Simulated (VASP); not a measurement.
Here is a VASP 6.6.1 calculation.

File POSCAR:

```
Ca
1.0
    0.0000000000      2.7290300000      2.7290300000
    2.7290300000      0.0000000000      2.7290300000
    2.7290300000      2.7290300000      0.0000000000
Ca
1
Direct
    1.0000000000      0.0000000000      0.0000000000
```

Contents of INCAR.step1:

```
SYSTEM = Ca
PREC = Accurate
ENCUT = 520
EDIFF = 1E-5
ISMEAR = 0
SIGMA = 0.1
LREAL = .False.
LASPH = .True.
NELM = 60
ALGO = Normal
ISIF = 2
LWAVE = .True.
LCHARG = .False.
GGA = PE
```

File INCAR.step2:

```
SYSTEM = Ca
PREC = Accurate
ENCUT = 520
EDIFF = 1E-6
ISMEAR = 0
SIGMA = 0.1
LREAL = .False.
LASPH = .True.
NELM = 60
ALGO = Normal
ISIF = 2
LWAVE = .False.
LCHARG = .False.
GGA = PE
LHFCALC = .True.
AEXX = 0.25
PRECFOCK = Fast
ISTART = 1
```

KPOINTS

```
regular mesh
0
Gamma
  6 6 6
  0 0 0
```

Potentials or basis: VASP PAW PBE potentials, release 64 (Ca_sv).

Run with:

```sh
$ cat potpaw_PBE.64/Ca_sv/POTCAR > POTCAR
$ cp INCAR.step1 INCAR
$ mpirun -np 1 vasp_std > vasp.out
$ cp INCAR.step2 INCAR
$ mpirun -np 1 vasp_std > vasp.out
```

Predict the band gap on the k mesh.

none (metal or under the smearing width).

Predict the pressure.

1.1 GPa.

Caveat: the PAW data sets were made with another functional, which shifts forces and pressure a little.
